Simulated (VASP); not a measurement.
A run of VASP 6.6.1 is set up as follows.

File INCAR:

```
  PREC = Accurate
  ENCUT = 520
  EDIFF = 1E-7
  ISMEAR = -1
  SIGMA = 0.05
  LREAL = F
  LASPH = T
  NELM = 60
  ALGO = Normal
  ISIF = 2
  LWAVE = F
  LCHARG = F
  GGA = RE
  NBANDS = 13
```

The input KPOINTS:

```
Automatic mesh
0
Gamma
  8 8 8
```

The input POSCAR:

```
Li2Se
1.0
    0.0000000000      3.0025000000      3.0025000000
    3.0025000000      0.0000000000      3.0025000000
    3.0025000000      3.0025000000      0.0000000000
Se Li
1 2
Direct
    0.0000000000      0.0000000000      0.0000000000
    0.7500000000      0.7500000000      0.7500000000
    0.2500000000      0.2500000000      0.2500000000
```

File KPOINTS_OPT:

```
path GXWKGLUWLK,UX
10
line-mode
reciprocal
 0.0000000000  0.0000000000  0.0000000000  G
 0.5000000000  0.0000000000  0.5000000000  X

 0.5000000000  0.0000000000  0.5000000000  X
 0.5000000000  0.2500000000  0.7500000000  W

 0.5000000000  0.2500000000  0.7500000000  W
 0.3750000000  0.3750000000  0.7500000000  K

 0.3750000000  0.3750000000  0.7500000000  K
 0.0000000000  0.0000000000  0.0000000000  G

 0.0000000000  0.0000000000  0.0000000000  G
 0.5000000000  0.5000000000  0.5000000000  L

 0.5000000000  0.5000000000  0.5000000000  L
 0.6250000000  0.2500000000  0.6250000000  U

 0.6250000000  0.2500000000  0.6250000000  U
 0.5000000000  0.2500000000  0.7500000000  W

 0.5000000000  0.2500000000  0.7500000000  W
 0.5000000000  0.5000000000  0.5000000000  L

 0.5000000000  0.5000000000  0.5000000000  L
 0.3750000000  0.3750000000  0.7500000000  K

 0.6250000000  0.2500000000  0.6250000000  U
 0.5000000000  0.0000000000  0.5000000000  X
```

Potentials or basis: VASP PAW PBE potentials, release 64 (Se, Li_sv).

Run with:

```bash
$ cat potpaw_PBE.64/Se/POTCAR potpaw_PBE.64/Li_sv/POTCAR > POTCAR
$ mpirun -np 1 vasp_std > vasp.out
```

(1) Estimate the band gap along the path.

(2) What does it give for the band gap on the k mesh?

## Answers

(1) 3.08 eV, indirect (least direct gap 3.52 eV).

(2) 3.08 eV, indirect (least direct gap 3.52 eV).
